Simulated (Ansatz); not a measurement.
Input and command of a plane-wave DFT calculation in Ansatz:

```yaml
crystal:
  lattice:
    - [3.0195045, 0.0, 0.0]
    - [0.0, 5.674104, 0.0]
    - [0.0, 0.0, 4.22197]
  atoms:
    - { symbol: Sn, position: [0.0, 0.231909, 0.513144] }
    - { symbol: Sn, position: [0.5, 0.768091, 0.013144] }
    - { symbol: O, position: [0.0, 0.89125, 0.736857] }
    - { symbol: O, position: [0.5, 0.10875, 0.236857] }
basis:
  ecutwfc: 420
kpoints:
  mp_grid: { grid: [8, 6, 6] }
hamiltonian:
  xc: lda
scf:
  occupations: { method: gaussian, width: 0.05 }
output:
  forces: true
  stress: true
  eigenvalues: true
  write_density: true
  write_potential: true
  elf: true
  volumetric_format: npy
```

```bash
ansatz run input.yaml --threads 1 --pin off --max-ram 2560MiB --backend cpu --events-out ev --progress --plain --runs-dir out
```

Processor: Arm Neoverse V1, 1 thread, on a host shared with other jobs.

How long does it run, and how much memory does it take?

About 18 s on 1 thread of Arm Neoverse V1, on a shared host, peak memory 0.4 GiB. It solves 24 bands at 80 k points (the mesh reduced by the symmetry that the task leaves, which can be less than the crystal's) with about 1407 plane waves, in 6 SCF iterations.
